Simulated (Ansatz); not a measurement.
The cell comes from COD entry 1536825, which wasn't checked; take it as a given geometry.

Input and log of a run on GaN: DFT, PBEsol, all-electron LAPW, scalar-relativistic (Ansatz 0.2.0).

Command: `ansatz run input.yaml --threads 1 --pin off --max-ram 3072MiB --backend cpu --events-out ev --progress --plain --runs-dir out` The run took 16 s on 1 thread of Arm Neoverse V2, with other jobs on the host, peak memory 0.35 GiB.

```yaml
crystal:
  lattice:
    - [0.0, 1.9925, 1.9925]
    - [1.9925, 0.0, 1.9925]
    - [1.9925, 1.9925, 0.0]
  atoms:
    - { symbol: Ga, position: [0.5, 0.5, 0.5] }
    - { symbol: "N", position: [0.0, 0.0, 0.0] }
kpoints:
  mp_grid: { grid: [13, 13, 13] }
  band_path:
    path:
      - [0.0, 0.0, 0.0]
      - [0.5, 0.0, 0.5]
      - [0.625, 0.25, 0.625]
      - [0.375, 0.375, 0.75]
      - [0.0, 0.0, 0.0]
      - [0.5, 0.5, 0.5]
      - [0.5, 0.25, 0.75]
      - [0.5, 0.0, 0.5]
    npoints: 14
scf:
  occupations: { method: fermi_dirac, width: 0.02 }
hamiltonian:
  xc: pbesol
  pseudopotentials: { kind: all_electron, lapw: { basis_error: 0.001 } }
output:
  forces: true
  stress: true
  eigenvalues: true
  fatbands: true
  populations: true
  dos: { projected: true, de: 0.2, e_range: [-14, 8] }
```

Output:

```
Ga: projections on atomic orbitals take those of the free atom 1s2 2s2 2p6 3s2 3p6 3d10 4s2 4p1, of charge +0.00 (hamiltonian.pseudopotentials.projection_atoms)
N: projections on atomic orbitals take those of the free atom 1s2 2s2 2p3, of charge +0.00 (hamiltonian.pseudopotentials.projection_atoms)
LAPW: plane waves up to 10.286 Å⁻¹, error target 1.0e-3 eV per atom; small_component_spin mean_spin; N in spheres of 0.877 Å, 7 of its electrons in bands, Dirac shells []; Ga in spheres of 1.115 Å, 21 of its electrons in bands, Dirac shells []
Engine: ansatz 0.2.0
Pseudopotentials: kind: all_electron
Pseudopotential: Ga, LAPW, valence charge 21, Koelling and Harmon's equation, gaussian nucleus
Pseudopotential: N, LAPW, valence charge 7, Koelling and Harmon's equation, gaussian nucleus
Functional definition: PBEsol
  exchange = pbesol_x
  correlation = pbesol_c
Crystal: 2 atoms, lattice volume = 15.821 Å³
Basis set: ecut = 403.0931201183194 eV, 283 PW (Γ), exchange–correlation at level 2
Bands: 18, of which v1, the nominal top of the filled ones, is band 14 counted from 1 (13 counted from 0)
Symmetry: 48 space group operations
Space group: Fm-3m (ITA 225), of the structure as read, at distance tolerance 2.5e-5 Å
k-points: 84 of 2197
Non-local potential: Ga, projectors of the file, none
Non-local potential: N, projectors of the file, none
Initial density: superposition of atomic densities (chi_scale 0.1, normalization cell, long waves kept (reshape's long-wave potential 0.00 eV rms))
Initial wavefunctions: plane waves of lowest kinetic energy (no species holds an atomic orbital)
Functional: x = pbesol(κ = 0.804, μ = 0.12345679012345678), c = pbesol(β = 0.046)
iter 1 solved again at ethr=1.43e-2 eV; its pass at ethr=1.00e-1 eV (dr2=4.02e0 eV) is discarded
SCF iter   1: F=—  HF=-54346.469104 eV  |F-HF|=—  |Δ(HF+E_count)|=         —  Δρ=1.57e-1  dr2=4.01e0  ethr=1.43e-2  ⟨swp⟩=2.0  Hψ=9767  notcnv=0
preconditioner: auto → none  [insulator: Δε(μ)=4.299 eV  Ē_g=20.144 eV  σ=0.020 eV  W_gap=1.00  n_scr=8 (ndim 8)  ℏωp=39.6 eV  f_vac=0.000  D(μ)=0.00/eV (n_scr^D=0)  ε∞_Penn≈4.9]
iter 2 solved again at ethr=5.10e-4 eV; its pass at ethr=1.43e-2 eV (dr2=1.43e-1 eV) is discarded
SCF iter   2: F=—  HF=-54344.762388 eV  |F-HF|=—  |Δ(HF+E_count)|=    1.71e0  Δρ=3.75e-2  dr2=1.43e-1  ethr=5.10e-4  ⟨swp⟩=2.0  Hψ=8049  notcnv=0
SCF iter   3: F=—  HF=-54344.513604 eV  |F-HF|=—  |Δ(HF+E_count)|=   2.49e-1  Δρ=1.42e-2  dr2=2.43e-2  ethr=5.10e-4  ⟨swp⟩=3.0  Hψ=4958  notcnv=0
SCF iter   4: F=—  HF=-54344.506528 eV  |F-HF|=—  |Δ(HF+E_count)|=         —  Δρ=4.70e-3  dr2=2.48e-3  ethr=8.68e-5  ⟨swp⟩=2.0  Hψ=4536  notcnv=0
the basis was enlarged: its passes take 105.9 KiB over the memory plan, 1 of 1 planned eigensolver slots
SCF iter   5: F=—  HF=-54344.505111 eV  |F-HF|=—  |Δ(HF+E_count)|=   1.42e-3  Δρ=4.10e-4  dr2=1.52e-5  ethr=8.87e-6  ⟨swp⟩=2.0  Hψ=4200  notcnv=0
SCF iter   6: F=—  HF=-54344.505105 eV  |F-HF|=—  |Δ(HF+E_count)|=   6.02e-6  Δρ=1.28e-4  dr2=7.95e-7  ethr=5.42e-8  ⟨swp⟩=2.1  Hψ=4208  notcnv=0
SCF iter   7: F=-54344.505104 eV  HF=-54344.505104 eV  |F-HF|=2.26e-10  |Δ(HF+E_count)|=   7.11e-7  Δρ=7.64e-6  dr2=4.61e-9  ethr=2.84e-9  ⟨swp⟩=2.5  Hψ=4246  notcnv=0
SCF 1 converged in 7 iterations: F = -54344.505104 eV  dr2 = 4.61e-9
NSCF: frozen V_eff on 99 k-points
SCF converged after 7 iterations
Free energy (F): -54344.505104 eV
Harris-Foulkes:  -54344.505104 eV  (|F-HF|=2.26e-10)
Internal energy: -54344.505104 eV  (E = F + TS)
E sigma→0 (E₀):  -54344.505104 eV
Fermi energy:    19.942661 eV
--- Per-component energies (eV) ---
  E_band       = -1254.454250
  E_kinetic    = 55390.394082
  E_xc         = -2207.457892
  E_electrostatic = -107527.441294  (all electrons and nuclei)
  E_smearing   = -0.000000  (= −TS)
  E_closure    = 0.000000  (closes the sum)
  E_atoms      = -54332.698276  (free atoms, spherical and without spin; not in F)
  Σ components = -54344.505104   (vs F -54344.505104, Δ=0.00e0)
  Basis errors (estimates in eV, not in F): energy 3.7e-4 per atom: plane waves 3.3e-4 (1.8e-4 summed), levels above the bands 1.4e-302, relativity 9.6e-9, radial functions 3.6e-5, core shells 9.5e-11; eigenvalues (radial functions only) 1.8e-5; not estimated: angular momenta, meshes, grids; target (lapw.basis_error) 1.0e-3; muffin-tin radii N 0.877 Å, Ga 1.115 Å
--- Forces (eV/Å), atoms counted from 1 ---
  atom   1  Ga     0.00000000    -0.00000000    -0.00000000
  atom   2  N     -0.00000000     0.00000000     0.00000000
  max |Σ_I F_I| component: 1.31e-30 eV/Å
--- Stress (GPa, compression-positive) ---
       58.811323       0.000000       0.000000
        0.000000      58.811323      -0.000000
        0.000000      -0.000000      58.811323
  P = ⅓ Tr σ = 58.8113 GPa (588.113 kbar)
--- Band table (eV; the first three rows and the last of 84) ---
  k-point 0: bands = ["-354.3525", "-123.3257", "-74.2487", "-74.2487", "-74.2487", "-0.2397", "4.9004", "4.9004", "4.9004", "5.0527", "5.0527", "18.2612", "18.2612", "18.2612", "23.4643", "34.5303", "34.5303", "34.5303"]
  k-point 1: bands = ["-354.3525", "-123.3256", "-74.2492", "-74.2488", "-74.2488", "-0.1015", "4.8898", "4.9105", "4.9105", "5.0368", "5.0368", "17.5943", "18.2880", "18.2880", "23.9624", "32.6333", "34.3865", "34.3865"]
  k-point 2: bands = ["-354.3525", "-123.3255", "-74.2508", "-74.2490", "-74.2490", "0.3066", "4.8593", "4.9033", "4.9033", "5.0285", "5.0285", "16.0876", "18.3663", "18.3663", "24.8868", "30.8425", "33.4236", "33.4236"]
  k-point 83: bands = ["-354.3525", "-123.3246", "-74.2555", "-74.2548", "-74.2524", "2.6902", "4.8168", "4.8545", "4.9280", "5.3442", "7.9951", "12.1487", "12.8638", "14.2408", "25.5287", "29.9387", "29.9719", "31.3768"]
--- Löwdin populations: 2 sites ---
  site symbol       q [e]
     0     Ga     30.1208
     1      N      7.8378
  spilling = 0.001090 (of n_electrons = 38.000000)
```
